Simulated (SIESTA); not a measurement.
The system is MnO.

```
Mn O
1.0
     0.00000    2.22391    2.22391
     2.22391    0.00000    2.22391
     2.22391    2.22391    0.00000
Mn O
1 1
Cartesian
  0.0000 0.0000 0.0000
  2.2239 2.2239 2.2239
```

The cell is a database's computed one.

Alike in all runs: program SIESTA 5.4.2; functional PBE; potentials or basis PseudoDojo 0.4 standard (PBE files); basis DZP (energy shift 0.003 Ry; two zetas on semicore shells); grid cutoff 800 Ry; energy shift 0.003 Ry; k mesh 10 × 10 × 10; occupations fermi-dirac, width 0.05 eV.

The same cell was started in several ways:

```csv
start,free energy over the lowest (meV/atom),net moment (μB),site or absolute moments (μB),gap
"collinear spin, zero start",1205.5,0.00,-,none (metal or under the smearing width)
"collinear spin, ferromagnetic start of up to 4 μB",0.0,4.83,Mn +4.65; O +0.18,none (metal or under the smearing width)
"non-collinear spin, random start of up to 4.2 μB",0.0,4.83,-,none (metal or under the smearing width)
"collinear spin, fm_larger start of up to 5.5 μB",0.0,4.83,Mn +4.65; O +0.18,none (metal or under the smearing width)
```

The spin-polarised runs without a constraint all converged, yet they end up to 1205 meV/atom apart: a converged run can sit in a state that isn't the lowest. A still lower state may exist.

Caveats: the basis of atomic orbitals isn't converged, which shifts pressures, moduli and gaps; semilocal functionals often make such compounds metallic where correlation or magnetic order opens a gap, which also shifts bond lengths; a cell with one magnetic atom can't hold antiferromagnetic order, which such compounds often take (some runs).
